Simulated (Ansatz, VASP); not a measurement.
This is a calculation of Si for Ansatz 0.2.0.

Contents of input.yaml:

```yaml
crystal:
  lattice:
    - [-3.2575590318, 3.2575590318, 1.8831422881]
    - [3.2575590318, -3.2575590318, 1.8831422881]
    - [3.2575590318, 3.2575590318, -1.8831422881]
  atoms:
    - { symbol: Si, position: [0.82119894, 0.17880106, 0.0] }
    - { symbol: Si, position: [0.17880106, 0.82119894, 0.0] }
    - { symbol: Si, position: [0.82119894, 0.82119894, 0.64239788] }
    - { symbol: Si, position: [0.17880106, 0.17880106, 0.35760212] }
kpoints:
  mp_grid: { grid: [8, 8, 8] }
scf:
  occupations: { method: fermi_dirac, width: 0.05 }
hamiltonian:
  xc: pbe
  pseudopotentials: { kind: all_electron, lapw: { basis_error: 0.001 } }
output:
  forces: true
  stress: true
  eigenvalues: true
```

Potentials or basis: all-electron LAPW, scalar-relativistic.

Command:

```sh
$ ansatz run input.yaml --threads 2 --pin off --max-ram 6144MiB --backend cpu --events-out ev --progress --plain --runs-dir out
```

Q: Set up the same calculation for VASP 6.6.1. Potentials there: VASP PAW PBE potentials, release 64 (Si).

A: As run (the cutoff follows the program's own potentials):

Contents of INCAR:

```
SYSTEM = Si
ALGO = Normal ; EDIFF = 1E-7
ENCUT = 520 ; GGA = PE
ISIF = 2 ; ISMEAR = -1
LASPH = .True. ; LCHARG = .False.
LREAL = .False. ; LWAVE = .False.
NBANDS = 16 ; NELM = 100
PREC = Accurate ; SIGMA = 0.05
```

File KPOINTS:

```
k-points
0
Gamma
  8 8 8
  0 0 0
```

POSCAR

```
Si
1.0
   -3.2575590318      3.2575590318      1.8831422881
    3.2575590318     -3.2575590318      1.8831422881
    3.2575590318      3.2575590318     -1.8831422881
Si
4
Direct
    0.8211989400      0.1788010600      0.0000000000
    0.1788010600      0.8211989400      0.0000000000
    0.8211989400      0.8211989400      0.6423978800
    0.1788010600      0.1788010600      0.3576021200
```

Potentials or basis: VASP PAW PBE potentials, release 64 (Si).

Run with:

```console
$ cat potpaw_PBE.64/Si/POTCAR > POTCAR
$ mpirun -np 1 vasp_std > vasp.out
```

Both were run:

|  | VASP | Ansatz | Ansatz less VASP |
| --- | --- | --- | --- |
| gap on the k mesh at the Fermi level (eV) | 0.12 | 0.12 | +0.002 |
| least direct gap on the mesh (eV) | 0.31 | 0.31 | +0.002 |
| pressure (GPa) | 7.5 | 7.5 | +0.04 |
| largest component of the traceless stress (GPa) | 0.21 | 0.23 | +0.014 |
| rms of the force components (eV/Å) | 0.050 | 0.049 | -0.0003 |

Atom by atom the forces differ by 0.000 eV/Å (rms over components). Ansatz ran all-electron here, so the differences hold the error of VASP's frozen core and of both bases.
